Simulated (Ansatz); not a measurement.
# GaSb: the cost of one run

Method: DFT r2SCAN, scalar-relativistic, plane waves, PAW, in Ansatz 0.2.0.

The COD entry's cell or inner coordinates are ideal or old and differ from later refinements, so a difference from it is no clean test against experiment.

1 further run of the same task is left out (set aside as unsound or not needed).

### Step 1. The system as given

It takes space group F-43m (No. 216, cubic). Conventional cell: a = 6.132 Å, b = 6.132 Å, c = 6.132 Å, α = 90.00°, β = 90.00°, γ = 90.00°. Ga (site symmetry -43m) has 4 Sb at 2.66 Å as nearest neighbours. Sb (site symmetry -43m) has 4 Ga at 2.66 Å as nearest neighbours.

Coordinates:

```xyz
2
Lattice="0.0000 3.0661 3.0661 3.0661 0.0000 3.0661 3.0661 3.0661 0.0000" Properties=species:S:1:pos:R:3 pbc="T T T"
Ga    0.0000    0.0000    0.0000
Sb    1.5331    1.5331    1.5331
```

It is the result of an earlier relaxation at this level (volume 28.83 Å³/atom; gap on the mesh: 0.41 eV).

### Step 2. Electronic structure at the relaxed geometry

File input.yaml:

```yaml
crystal:
  lattice:
    - [0.0, 3.066148474, 3.066148474]
    - [3.066148474, 0.0, 3.066148474]
    - [3.066148474, 3.066148474, 0.0]
  atoms:
    - { symbol: Ga, position: [0.0, 0.0, 0.0] }
    - { symbol: Sb, position: [0.25, 0.25, 0.25] }
basis:
  ecutwfc: 500
kpoints:
  mp_grid: { grid: [10, 10, 10] }
  band_path:
    path:
      - [[0.0, 0.0, 0.0], [-0.5, -0.5, 0.0], [-0.375, -0.375, 0.25]]
      - [[-0.375, 0.0, 0.375], [0.0, 0.0, 0.0], [0.0, 0.0, 0.5], [-0.5, -0.25, 0.25], [-0.5, -0.5, 0.0]]
    npoints: 14
hamiltonian:
  xc: r2scan
scf:
  occupations: { method: gaussian, width: 0.02 }
  n_extra_bands: 6
output:
  forces: true
  stress: true
  eigenvalues: true
  populations: true
  dos: { projected: true, de: 0.02, nscf_kmesh: { grid: [15, 15, 15] } }
  bader: true
  write_density: true
  write_potential: true
  elf: true
  volumetric_format: npy
```

On the command line:

```console
ansatz run input.yaml --threads 2 --pin off --max-ram 5120MiB --backend cpu --events-out ev --progress --plain --runs-dir out
```

**Question.** How long does this run take on 2 threads of Arm Neoverse V2, shared host, and how much memory does it need?

About 26 s, with a peak of 0.51 GiB.
